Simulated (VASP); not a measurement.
# Al (Fm-3m) in VASP: further runs

Runs on Al. Level: PBE. Tasks: single point.

Program: VASP 6.6.1. These are calculated values, not measurements. Logs are shortened: lines on timing, memory, paths and dates and some standing lists are left out, and cuts for length are marked.

## Step 1: The structure

Symmetry: Fm-3m, No. 225, cubic system. Conventional cell: a = 4.050 Å, b = 4.050 Å, c = 4.050 Å, α = 90.00°, β = 90.00°, γ = 90.00°. Al (site symmetry m-3m) has 12 Al at 2.86 Å as nearest neighbours.

## Step 2: Single point, PBE

File INCAR:

```
SYSTEM = Al
PREC     = Accurate       ! precision mode
ENCUT    = 250            ! plane-wave cutoff, eV
EDIFF    = 1E-7           ! SCF threshold, eV
ISMEAR   = 0              ! smearing method
SIGMA    = 0.1            ! smearing width, eV
LREAL    = .FALSE.        ! projectors in reciprocal space
LASPH    = .TRUE.         ! aspherical terms in the spheres
NELM     = 60             ! most SCF steps
ALGO     = Normal         ! electronic algorithm
ISIF     = 2              ! what is computed and relaxed
LWAVE    = .FALSE.        ! write WAVECAR
LCHARG   = .FALSE.        ! write CHGCAR
GGA      = PE             ! functional
NBANDS   = 8              ! bands
```

File KPOINTS:

```
regular mesh
0
G
  12 12 12
  0 0 0
```

File POSCAR:

```
Al
1.0
    0.0000000000      2.0248050000      2.0248050000
    2.0248050000      0.0000000000      2.0248050000
    2.0248050000      2.0248050000      0.0000000000
Al
1
Direct
    0.0000000000      0.0000000000      0.0000000000
```

Potentials or basis: VASP PAW PBE potentials, release 64 (Al).

Command:

```bash
$ cat potpaw_PBE.64/Al/POTCAR > POTCAR
$ mpirun -np 1 vasp_std > vasp.out
```

OUTCAR:

```text
SYSTEM = Al
   PREC = Accurate
   ENCUT = 250
   EDIFF = 1E-7
   ISMEAR = 0
   LREAL = .FALSE.
   LASPH = .TRUE.
   NELM = 60
   ISIF = 2
   GGA = PE

 ion  position               nearest neighbor table
   1  0.000  0.000  0.000-

  LATTYP: Found a face centered cubic cell.
 ALAT       =     4.0496100000

  Lattice vectors:

 A1 = (   0.0000000000,   2.0248050000,   2.0248050000)
 A2 = (   2.0248050000,   0.0000000000,   2.0248050000)
 A3 = (   2.0248050000,   2.0248050000,   0.0000000000)

Analysis of symmetry for initial positions (statically):
=====================================================================
 Subroutine PRICEL returns:
 Original cell was already a primitive cell.

 Routine SETGRP: Setting up the symmetry group for a
 face centered cubic supercell.

 Subroutine GETGRP returns: Found 48 space group operations
 (whereof 48 operations were pure point group operations)
 out of a pool of 48 trial point group operations.

The static configuration has the point symmetry O_h .

Analysis of symmetry for dynamics (positions and initial velocities):
=====================================================================
 Subroutine PRICEL returns:
 Original cell was already a primitive cell.

 Routine SETGRP: Setting up the symmetry group for a
 face centered cubic supercell.

 Subroutine GETGRP returns: Found 48 space group operations
 (whereof 48 operations were pure point group operations)
 out of a pool of 48 trial point group operations.

The dynamic configuration has the point symmetry O_h .

 Subroutine INISYM returns: Found 48 space group operations
 (whereof 48 operations are pure point group operations),
 and found     1 'primitive' translations

----------------------------------------------------------------------------------------

                                     Primitive cell

  volume of cell :      16.6027

  direct lattice vectors                    reciprocal lattice vectors
     0.000000000  2.024805000  2.024805000    -0.246937359  0.246937359  0.246937359
     2.024805000  0.000000000  2.024805000     0.246937359 -0.246937359  0.246937359
     2.024805000  2.024805000  0.000000000     0.246937359  0.246937359 -0.246937359

  length of vectors
     2.863506692  2.863506692  2.863506692     0.427708053  0.427708053  0.427708053

  position of ions in fractional coordinates (direct lattice)
     0.000000000  0.000000000  0.000000000

  ion indices of the primitive-cell ions
   primitive index   ion index
                 1           1
[... 70 lines left out ...]
   ENCUT  =  250.0 eV  18.37 Ry    4.29 a.u.   3.69  3.69  3.69*2*pi/ulx,y,z
   NELM   =     60;   NELMIN=  2; NELMDL= -5     # of ELM steps
   EDIFF  = 0.1E-06   stopping-criterion for ELM
   LREAL  =      F    real-space projection
   EDIFFG = 0.1E-05   stopping-criterion for IOM
   NSW    =      0    number of steps for IOM
   IBRION =     -1    ionic relax: 0-MD 1-quasi-New 2-CG
   NFREE  =      0    steps in history (QN), initial steepest desc. (CG)
   ISIF   =      2    stress and relaxation
   ISYM   =      2    0-nonsym 1-usesym 2-fastsym
   POTIM  = 0.5000    time-step for ionic-motion
   TEBEG  =    0.0;   TEEND  =   0.0 temperature during run
   PSTRESS=    0.0 pullay stress
   NELECT =       3.0000    total number of electrons
   NUPDOWN=      -1.0000    fix difference up-down
   EMIN   =  10.00;   EMAX   =-10.00  energy-range for DOS
   EFERMI =   0.00;   METHOD = LEGACY
   ISMEAR =     0;   SIGMA  =   0.10  broadening in eV -4-tet -1-fermi 0-gaus
   EFERMI_NEDOS =   21; number of points for ismear=-14 and -15
   IALGO  =     38    algorithm
   IMIX   =      4    mixing-type and parameters
     AMIX     =   0.40;   BMIX     =  1.00
     AMIX_MAG =   1.60;   BMIX_MAG =  1.00
  volume/ion in A,a.u.               =      16.60       112.04
  Fermi-wavevector in a.u.,A,eV,Ry     =   0.925526  1.748991 11.654733  0.856599
  Thomas-Fermi vector in A             =   2.051390
   LORBIT       =      0    0 simple, 1 ext, 2 COOP (PROOUT), +10 PAW based schemes
   GGA     = PE    functional components
   LHFCALC =     F    Hartree Fock is set to
   AEXX    =    0.0000 exact exchange contribution
   IVDW    =     0    specifies the selected vdW correction
   LEPSILON=     F    determine dielectric tensor
   LRPA    =     F    only Hartree local field effects (RPA)
 non-spin polarized calculation
 Gauss-broadening in eV      SIGMA  =   0.10
  energy-cutoff  :      250.00
  volume of cell :       16.60
 maximum number of plane-waves:       169
   NGX =  7   NGY =  7   NGZ =  7

 number of electron       3.0000000 magnetization

 Free energy of the ion-electron system (eV)
  ---------------------------------------------------
  ext. energy  EPLUGINS =         0.00000000
  ---------------------------------------------------
  free energy    TOTEN  =        -3.74552128 eV

  energy without entropy =       -3.74395852  energy(sigma->0) =       -3.74473990

 E-fermi :   7.8156     XC(G=0): -10.1733

 val. band max:        7.7084940289   @ k =   0.5000   0.2500   0.0833
 cond. band min:       7.8907934091   @ k =  -0.4167   0.4167   0.0833
 fundamental gap:      0.1822993802
 Fermi energy:         7.8156352983

 k-point     1 :       0.0000    0.0000    0.0000
  band No.  band energies     occupation
      1      -3.1536      2.00000
      2      20.5712      0.00000
      3      20.5712      0.00000
      4      20.5712      0.00000
      5      21.9707      0.00000
      6      21.9707      0.00000
      7      21.9707      0.00000
      8      24.3630      0.00000
[... 243 lines left out ...]
 k-point    24 :      -0.4167    0.1667    0.0000
  band No.  band energies     occupation
      1       3.3993      2.00000
      2       4.8462      2.00000
      3      13.4162      0.00000
      4      16.6923      0.00000
      5      18.5546      0.00000
      6      23.2187      0.00000
      7      25.9036      0.00000
      8      28.9030      0.00000

 [... further k-points ...]
[... 5 lines left out ...]
  --------------------------------------------------------------------------------------
  -------------------------------------------------------------------------------------
  Total       -0.0356992     -0.0356992     -0.0356992     -0.0000000     -0.0000000     -0.0000000
  in kB       -3.4450009     -3.4450009     -3.4450009     -0.0000000     -0.0000000     -0.0000000
  external PRESSURE =      -3.4450009 kB  Pullay stress =       0.0000000 kB

 VOLUME and BASIS-vectors are now :
 -----------------------------------------------------------------------------
  energy-cutoff  :      250.00
  volume of cell :       16.60
      direct lattice vectors                 reciprocal lattice vectors
     0.000000000  2.024805000  2.024805000    -0.246937359  0.246937359  0.246937359
     2.024805000  0.000000000  2.024805000     0.246937359 -0.246937359  0.246937359
     2.024805000  2.024805000  0.000000000     0.246937359  0.246937359 -0.246937359

 POSITION                                       TOTAL-FORCE (eV/Angst)
 -----------------------------------------------------------------------------------
      0.00000      0.00000      0.00000         0.000000     -0.000000     -0.000000
 -----------------------------------------------------------------------------------
    total drift:                                0.000000     -0.000000     -0.000000

  FREE ENERGIE OF THE ION-ELECTRON SYSTEM (eV)
  ---------------------------------------------------
  free  energy   TOTEN  =        -3.7455212835 eV

  energy  without entropy=       -3.7439585229  energy(sigma->0) =       -3.74473990
```

OSZICAR:

```text
N       E                     dE             d eps       ncg     rms          rms(c)
DAV:   1    -0.335732682645E+01   -0.33573E+01   -0.60888E+02  1496   0.104E+02
DAV:   2    -0.376672113727E+01   -0.40939E+00   -0.40387E+00  1672   0.109E+01
DAV:   3    -0.376745979871E+01   -0.73866E-03   -0.73866E-03  1392   0.440E-01
DAV:   4    -0.376746047506E+01   -0.67635E-06   -0.67675E-06  1752   0.113E-02
DAV:   5    -0.376746047673E+01   -0.16647E-08   -0.55221E-09  1416   0.161E-04    0.152E+00
DAV:   6    -0.375491590878E+01    0.12545E-01   -0.14777E-03  1496   0.158E-01    0.871E-01
DAV:   7    -0.374553435498E+01    0.93816E-02   -0.45669E-03  1488   0.265E-01    0.175E-01
DAV:   8    -0.374552358375E+01    0.10771E-04   -0.94607E-06  1640   0.189E-02    0.233E-02
DAV:   9    -0.374552150583E+01    0.20779E-05   -0.95099E-07  1568   0.387E-03    0.681E-04
DAV:  10    -0.374552132452E+01    0.18130E-06   -0.30329E-09  1312   0.345E-04    0.407E-04
DAV:  11    -0.374552128354E+01    0.40982E-07   -0.10381E-10   784   0.580E-05
   1 F= -.37455213E+01 E0= -.37447399E+01  d E =-.156276E-02
```

stdout:

```text
POSCAR found type information on POSCAR Al
 POSCAR found :  1 types and       1 ions
 scaLAPACK will be used
 LDA part: xc-table for (Slater+PW92), standard interpolation
 POSCAR, INCAR and KPOINTS ok, starting setup
 FFT: planning ... GRIDC
 FFT: planning ... GRID_SOFT
 FFT: planning ... GRID
 WAVECAR not read
 entering main loop
```

Run time: 2.1 s. Hardware: 1 thread of Intel Xeon Platinum 8488C (Sapphire Rapids), shared host; peak memory 0.1 GiB.

What came out:

- Free energy: -3.7455 eV
- Band gap on the k mesh: none (metal or under the smearing width)

Levels at points of the mesh, in eV from the Fermi level:
| k point | band 1 | band 2 | band 3 | band 4 | band 5 | band 6 |
| --- | --- | --- | --- | --- | --- | --- |
| (0.00, 0.00, 0.00) | -10.97 | 12.76 | 12.76 | 12.76 | 14.16 | 14.16 |
| (0.50, 0.00, 0.00) | -4.45 | -4.25 | 11.47 | 11.47 | 11.61 | 11.61 |
| (0.50, 0.50, 0.00) | -2.79 | -1.47 | 5.41 | 5.69 | 5.69 | 9.15 |

Caveat: the cutoff is under 1.25 times the usual one of these potentials, so pressure, stress and relaxed cells hold a basis-set (Pulay) error.

## Step 3: Single point, PBE

INCAR, as its differences from that of step 2:

```diff
@@ -2,3 +2,3 @@
 PREC     = Accurate       ! precision mode
-ENCUT    = 250            ! plane-wave cutoff, eV
+ENCUT    = 300            ! plane-wave cutoff, eV
 EDIFF    = 1E-7           ! SCF threshold, eV
```

KPOINTS is that of step 2.

POSCAR is that of step 2.

Potentials or basis: VASP PAW PBE potentials, release 64 (Al).

Command:

```bash
$ cat potpaw_PBE.64/Al/POTCAR > POTCAR
$ mpirun -np 1 vasp_std > vasp.out
```

It took 2.2 s on 1 thread of Intel Xeon Platinum 8488C (Sapphire Rapids), shared host; peak memory 0.1 GiB.

Results (log left out):

```yaml
Free_energy: -3.7506 eV
Pressure: -0.4 GPa
Band_gap_on_the_k_mesh: none (metal or under the smearing width)
```

Levels at points of the mesh, in eV from the Fermi level:
```tsv
k point	band 1	band 2	band 3	band 4	band 5	band 6
(0.00, 0.00, 0.00)	-10.96	12.75	12.75	12.75	14.16	14.16
(0.50, 0.00, 0.00)	-4.44	-4.24	11.47	11.47	11.60	11.60
(0.50, 0.50, 0.00)	-2.78	-1.47	5.41	5.69	5.69	9.15
```

## Step 4: Single point, PBE

INCAR, as its differences from that of step 3:

```diff
@@ -2,3 +2,3 @@
 PREC     = Accurate       ! precision mode
-ENCUT    = 300            ! plane-wave cutoff, eV
+ENCUT    = 350            ! plane-wave cutoff, eV
 EDIFF    = 1E-7           ! SCF threshold, eV
```

KPOINTS is that of step 3.

POSCAR is that of step 3.

Command:

```bash
$ cat potpaw_PBE.64/Al/POTCAR > POTCAR
$ mpirun -np 1 vasp_std > vasp.out
```

It took 3.8 s on 1 thread of Intel Xeon Platinum 8488C (Sapphire Rapids), shared host; peak memory 0.11 GiB.

It converged, with:

| Quantity | Value |
| --- | --- |
| Free energy | -3.7533 eV |
| Pressure | -0.4 GPa |
| Band gap on the k mesh | none (metal or under the smearing width) |

Levels at points of the mesh, in eV from the Fermi level:
| k point | band 1 | band 2 | band 3 | band 4 | band 5 |
| --- | --- | --- | --- | --- | --- |
| (0.00, 0.00, 0.00) | -10.96 | 12.72 | 12.72 | 12.72 | 14.16 |
| (0.50, 0.00, 0.00) | -4.44 | -4.24 | 11.47 | 11.47 | 11.57 |
| (0.50, 0.50, 0.00) | -2.78 | -1.47 | 5.39 | 5.70 | 5.70 |

## Step 5: Single point, PBE

INCAR, as its differences from that of step 4:

```diff
@@ -2,3 +2,3 @@
 PREC     = Accurate       ! precision mode
-ENCUT    = 350            ! plane-wave cutoff, eV
+ENCUT    = 400            ! plane-wave cutoff, eV
 EDIFF    = 1E-7           ! SCF threshold, eV
```

KPOINTS is that of step 4.

POSCAR is that of step 4.

Potentials or basis: VASP PAW PBE potentials, release 64 (Al).

Command:

```bash
$ cat potpaw_PBE.64/Al/POTCAR > POTCAR
$ mpirun -np 1 vasp_std > vasp.out
```

OUTCAR:

```text
SYSTEM = Al
   PREC = Accurate
   ENCUT = 400
   EDIFF = 1E-7
   ISMEAR = 0
   LREAL = .FALSE.
   LASPH = .TRUE.
   NELM = 60
   ISIF = 2
   GGA = PE

 ion  position               nearest neighbor table
   1  0.000  0.000  0.000-

  LATTYP: Found a face centered cubic cell.
 ALAT       =     4.0496100000

  Lattice vectors:

 A1 = (   0.0000000000,   2.0248050000,   2.0248050000)
 A2 = (   2.0248050000,   0.0000000000,   2.0248050000)
 A3 = (   2.0248050000,   2.0248050000,   0.0000000000)

Analysis of symmetry for initial positions (statically):
=====================================================================
 Subroutine PRICEL returns:
 Original cell was already a primitive cell.

 Routine SETGRP: Setting up the symmetry group for a
 face centered cubic supercell.

 Subroutine GETGRP returns: Found 48 space group operations
 (whereof 48 operations were pure point group operations)
 out of a pool of 48 trial point group operations.

The static configuration has the point symmetry O_h .

Analysis of symmetry for dynamics (positions and initial velocities):
=====================================================================
 Subroutine PRICEL returns:
[... 154 lines left out ...]
  energy without entropy =       -3.75239849  energy(sigma->0) =       -3.75318777

 E-fermi :   7.8063     XC(G=0): -10.1735

 val. band max:        7.6998610505   @ k =   0.5000   0.2500   0.0833
 cond. band min:       7.8810084639   @ k =  -0.4167   0.4167   0.0833
 fundamental gap:      0.1811474134
 Fermi energy:         7.8063216742

 k-point     1 :       0.0000    0.0000    0.0000
  band No.  band energies     occupation
      1      -3.1551      2.00000
      2      20.5239      0.00000
      3      20.5239      0.00000
      4      20.5239      0.00000
      5      21.9673      0.00000
      6      21.9673      0.00000
      7      21.9673      0.00000
      8      24.3580      0.00000
[... 243 lines left out ...]
 k-point    24 :      -0.4167    0.1667    0.0000
  band No.  band energies     occupation
      1       3.3955      2.00000
      2       4.8407      2.00000
      3      13.4001      0.00000
      4      16.6773      0.00000
      5      18.5258      0.00000
      6      23.1724      0.00000
      7      25.8628      0.00000
      8      28.8443      0.00000

 [... further k-points ...]
[... 5 lines left out ...]
  --------------------------------------------------------------------------------------
  -------------------------------------------------------------------------------------
  Total       -0.0393067     -0.0393067     -0.0393067     -0.0000000      0.0000000     -0.0000000
  in kB       -3.7931327     -3.7931327     -3.7931327     -0.0000000      0.0000000     -0.0000000
  external PRESSURE =      -3.7931327 kB  Pullay stress =       0.0000000 kB

 VOLUME and BASIS-vectors are now :
 -----------------------------------------------------------------------------
  energy-cutoff  :      400.00
  volume of cell :       16.60
      direct lattice vectors                 reciprocal lattice vectors
     0.000000000  2.024805000  2.024805000    -0.246937359  0.246937359  0.246937359
     2.024805000  0.000000000  2.024805000     0.246937359 -0.246937359  0.246937359
     2.024805000  2.024805000  0.000000000     0.246937359  0.246937359 -0.246937359

 POSITION                                       TOTAL-FORCE (eV/Angst)
 -----------------------------------------------------------------------------------
      0.00000      0.00000      0.00000         0.000000      0.000000     -0.000000
 -----------------------------------------------------------------------------------
    total drift:                                0.000000      0.000000     -0.000000

  FREE ENERGIE OF THE ION-ELECTRON SYSTEM (eV)
  ---------------------------------------------------
  free  energy   TOTEN  =        -3.7539770440 eV

  energy  without entropy=       -3.7523984949  energy(sigma->0) =       -3.75318777
```

stdout:

```text
POSCAR found type information on POSCAR Al
 POSCAR found :  1 types and       1 ions
 scaLAPACK will be used
 LDA part: xc-table for (Slater+PW92), standard interpolation
 POSCAR, INCAR and KPOINTS ok, starting setup
 FFT: planning ... GRIDC
 FFT: planning ... GRID_SOFT
 FFT: planning ... GRID
 WAVECAR not read
 entering main loop
```

Wall time 4.6 s (1 thread of Intel Xeon Platinum 8488C (Sapphire Rapids), shared host); peak memory 0.11 GiB.

What came out:

| Item | Value |
| --- | --- |
| Free energy | -3.7540 eV |
| Pressure | -0.4 GPa |
| Band gap on the k mesh | none (metal or under the smearing width) |

## Step 6: The runs side by side

```tsv
cutoff (eV)	gap on the mesh (eV)	pressure (GPa)
250	none	-
300	none	-0.4
350	none	-0.4
400	none	-0.4
```

Alike in all rows: task single point; level PBE; potentials or basis VASP PAW PBE potentials, release 64 (Al); no spin polarisation; cell as given; k mesh 12 × 12 × 12; smearing gaussian 0.1 eV.

Every run on the cell as given and a fine mesh finds a metal.

Caveats: the cutoff is under 1.25 times the usual one of these potentials, so pressure, stress and relaxed cells hold a basis-set (Pulay) error (some runs).

Absolute energies hang on the potentials; compare differences alone.
